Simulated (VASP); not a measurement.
MgI2, 3 atoms in the cell. Symmetry: R-3m, No. 166, trigonal system. The conventional cell has a = 5.311 Å, b = 5.311 Å, c = 13.143 Å, α = 90.00°, β = 90.00°, γ = 120.00°. Mg (site symmetry -3m) has 8 I at 3.25 to 3.29 Å as nearest neighbours. I (site symmetry 3m) has 4 Mg at 3.25 to 3.29 Å as nearest neighbours. The cell was built by a generator and needn't be a form met in nature. The cell isn't the ideal one: shear_111 strain +1.0%.

* Program: VASP 6.6.1
* Task: single point
* Functional: PBE
* Potentials or basis: VASP PAW PBE potentials, release 64 (Mg, I)
* Cutoff: 520 eV
* k mesh: 6 × 6 × 6
* Occupations: fermi-dirac, width 0.02 eV
* Spin: no spin polarisation
* Dipole correction: no
* Further INCAR settings: ALGO = Normal; EDIFF = 1e-06; NBANDS = 15

Potentials or basis: VASP PAW PBE potentials, release 64 (Mg, I).

Command:

```console
$ cat potpaw_PBE.64/Mg/POTCAR potpaw_PBE.64/I/POTCAR > POTCAR
$ mpirun -np 1 vasp_std > vasp.out
```

Hardware: 1 thread of Intel(R) Xeon(R) 6975P-C (Granite Rapids), with other jobs on the host.

Problem. How long does it take, and how much memory?

Solution. Wall time 23 s on 1 thread of Intel(R) Xeon(R) 6975P-C (Granite Rapids), on a shared host, peak memory 0.25 GiB. Counts: scf iterations 13, k points 32.
